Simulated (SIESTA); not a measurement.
Crystal: GaSb.

```
CELL_PARAMETERS angstrom
0.00000 3.05900 3.05900
3.05900 0.00000 3.05900
3.05900 3.05900 0.00000
ATOMIC_POSITIONS crystal
Sb 0.75000 0.75000 0.75000
Ga 0.00000 0.00000 0.00000
```

* Program: SIESTA 5.4.2
* Task: relaxation of cell and atoms
* Functional: PBE
* Potentials or basis: PseudoDojo 0.4 standard (PBE files)
* Basis: SZ (energy shift 0.002 Ry; radii capped at 9.5 bohr)
* Grid cutoff: 800 Ry
* Energy shift: 0.002 Ry
* k mesh: 8 × 8 × 8
* Occupations: fermi-dirac, width 0.05 eV
* Spin: no spin polarisation

At the start: pressure 5.9 GPa; volume 28.62 Å³/atom.

Question: How do energy, volume and symmetry change on relaxing?

Answer: Over 4 steps the energy falls by 59.6 meV/atom and the volume is 32.21 Å³/atom (+12.5 %); space group F-43m (No. 216, to 0.05 Å).

Step by step:
```
step  energy change (eV)  largest force (eV/Å)  pressure (GPa)  volume (Å³)
   1              0.0000                0.0000            5.87        57.25
   2             -0.0420                0.0002            4.56        58.55
   3             -0.1184                0.0007            0.39        63.85
   4             -0.1191                0.0006            0.03        64.43
```

Final structure:
```cif
data_structure
_symmetry_space_group_name_H-M 'P 1'
_symmetry_Int_Tables_number 1
_cell_length_a 4.5000
_cell_length_b 4.5000
_cell_length_c 4.5000
_cell_angle_alpha 59.995
_cell_angle_beta 59.995
_cell_angle_gamma 59.995
_cell_volume 64.43
loop_
_atom_site_label
_atom_site_type_symbol
_atom_site_fract_x
_atom_site_fract_y
_atom_site_fract_z
_atom_site_occupancy
Sb1 Sb 0.75000 0.75000 0.75000 1
Ga1 Ga 0.00000 0.00000 0.00000 1
```

Caveat: the basis has no polarisation orbitals; the volume moved by +13 % from the deposited cell, more than functionals usually miss; the basis of atomic orbitals isn't converged, which shifts pressures, moduli and gaps.
